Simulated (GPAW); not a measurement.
Something may be wrong with this GPAW 26.7.0 calculation of Si.

File run.py:

```python
import numpy as np
from ase.dft.bandgap import bandgap
from ase.io import write
from ase.spacegroup import crystal
from gpaw import GPAW, PW, setup_paths
from gpaw.response.df import DielectricFunction

setup_paths.insert(0, '.')

# Si 2a
atoms = crystal(['Si'],
                basis=[[0.0, 0.0, 0.0]],
                spacegroup=139, setting=1,  # I4/mmm
                cellpar=[3.25382986, 3.25382986, 2.6406597, 90.0, 90.0, 90.0],
                primitive_cell=True)

calc = GPAW(mode=PW(800),
            xc='PBE',
            kpts={'size': (7, 7, 7), 'gamma': True},
            occupations={'name': 'fermi-dirac', 'width': 0.05},
            setups='sg15',
            nbands=-6,
            convergence={'density': 1e-06},
            maxiter=75,
            txt='gpaw.txt')
atoms.calc = calc
energy = atoms.get_potential_energy()
calc.write('gs.gpw')
write('result.traj', atoms)
print(f'Energy: {energy:.6f} eV')
print('Fermi level:', round(calc.get_fermi_level(), 4), 'eV')
print(f'Gap: {bandgap(calc)[0]:.4f} eV, direct: {bandgap(calc, direct=True)[0]:.4f} eV')

dense = calc.fixed_density(kpts={'size': (8, 8, 8), 'gamma': True},
                           nbands=28, convergence={'bands': 22, 'eigenstates': 1e-7},
                           update_fermi_level=True, txt='dense.txt')
dense.write('dense.gpw', mode='all')

df = DielectricFunction('dense.gpw', frequencies={'type': 'nonlinear', 'domega0': 0.1, 'omega2': 10},
                        eta=2.0, ecut=70, nbands=22, txt='df.txt')
for i, q_c in enumerate([[0.0, 0.0, 0.375], [0.0, 0.0, 0.5]]):
    eels0, eels = df.get_eels_spectrum(xc='RPA', q_c=q_c, filename=f'eels_{i}.csv')
    q = np.linalg.norm(2 * np.pi * np.array(q_c) @ atoms.cell.reciprocal())
    w = df.get_frequencies()
    print(f'|q| = {q:.4f} 1/A: loss peak at {w[eels[w < 45].argmax()]:.3f} eV (below 45 eV)')
```

Potentials or basis: SG15 ONCV 1.2, pw.

Command:

```console
$ OMP_NUM_THREADS=1 python run.py
```

gpaw.txt:

```text
__  _  _
 | _ |_)|_||  |
 |__||  | ||/\| - 26.7.0

Input parameters:
  mode=PW(ecut=800.0),
  convergence={'density': 1e-06},
  kpts=MonkhorstPack(size=(7, 7, 7), gamma=True),
  maxiter=75,
  nbands=-6,
  occupations=Occupations(name='fermi-dirac', width=0.05),
  setups={'default': 'sg15'},
  xc=XC(name='PBE')

Diagonalizing LCAO Hamiltonian
Converting LCAO to pw mode

       Si

Atoms  # Å, Bohr magnetons
|   | symbol |        x |        y |        z |    initial magnetic moments |
|---|--------|----------|----------|----------|-----------------------------|
| 0 |     Si | 0.000000 | 0.000000 | 0.000000 | ( 0.0000,  0.0000,  0.0000) |

Unit cell  # Å
| periodic |         x |         y |         z |  lengths |     angles |
|----------|-----------|-----------|-----------|----------|------------|
|      yes | -1.626915 |  1.626915 |  1.320330 | 2.652730 | 104.343234 |
|      yes |  1.626915 | -1.626915 |  1.320330 | 2.652730 | 104.343234 |
[... 109 lines left out ...]
  Fourier metric: weight=20.0, sigma=0.015

occupation numbers:
  Fermi-Dirac:
    width: 0.0500  # eV

poisson solver:
  ecut: 6400.0  # eV

xc functional:
  name: PBE with 2 nearest neighbor stencil

convergence criteria:
- Maximum integral of absolute [dens]ity change: 1e-06 electrons / valence electron
- Maximum [total energy] change in last 3 cyles: 0.0005 eV / valence electron
- Maximum integral of absolute [eigenst]ate change: 4e-08 eV^2 / valence electron
maximum number of iterations: 75

SCF iterations
|iter     | |      energy | eigst |  dens |
|---------|-|-------------|-------|-------|
|iter:   1| | -106.765372 | +0.50 |       |
|iter:   2| | -106.784637 | -1.12 | -1.21 |
|iter:   3| | -106.777145 | -2.70 | -1.24 |
|iter:   4| | -106.777190 | -3.81 | -1.73 |
|iter:   5| | -106.777417c| -4.46 | -2.21 |
|iter:   6| | -106.777417c| -6.23 | -3.71 |
|iter:   7| | -106.777417c| -7.94c| -4.26 |
|iter:   8| | -106.777417c| -8.77c| -5.46 |
|iter:   9| | -106.777417c| -9.42c| -6.21c|

Converged in 9 steps
Energy contributions relative to reference atoms: (reference = 0.000000)

Energy contributions:
  Kinetic:          67.726914
  Coulomb:        -128.419836
  Zero:            -12.440885
  External:          0.000000
  Xc:              -33.640664
  Entropy:          -0.005895
  Spinorbit:         0.000000
  ----------------------------
  Free energy:    -106.780365
  Extrapolated:   -106.777417

dipole moment: (-3.253830, -3.253830, -2.640660)  # |e|*Ang

Fermi level: 8.098
[... 14 lines left out ...]
# Writing to gs.gpw (mode='')
```

On the terminal:

```text
Energy: -106.777417 eV
Fermi level: 8.0975 eV
[... 1 line left out ...]
|q| = 1.0241 1/A: loss peak at 22.329 eV (below 45 eV)
|q| = 1.3654 1/A: loss peak at 24.663 eV (below 45 eV)
```

Problem. Diagnose the run.

Solution. The calculation finished and met its thresholds. The input holds a flaw that was put in on purpose: broadening far too large. The program doesn't stop on it, so the numbers can't be trusted though the run ends normally.
